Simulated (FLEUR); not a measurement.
The system is CdSe (Cadmoselite).

```
CELL_PARAMETERS angstrom
4.30000 0.00000 0.00000
-2.15000 3.72391 0.00000
0.00000 0.00000 7.02000
ATOMIC_POSITIONS crystal
Cd 0.66667 0.33333 0.50000
Cd 0.33333 0.66667 0.00000
Se 0.66667 0.33333 0.88500
Se 0.33333 0.66667 0.38500
```

Base run:

- Program: FLEUR MaX-R8.1 (later development tree)
- Functional: PBEsol
- Potentials or basis: all-electron
- Basis: FLAPW
- Kmax: 4.67 1/bohr
- k mesh: 7 × 7 × 4
- Occupations: fermi-dirac, width 0.05 eV
- Spin: no spin polarisation

Its results: band gap on the k mesh 0.58 eV, direct.

The run is repeated on the same cell with these changes: functional from PBEsol to Wigner. What comes out?

Band gap on the k mesh 0.36 eV, direct.

Not every run made on this cell is shown here.
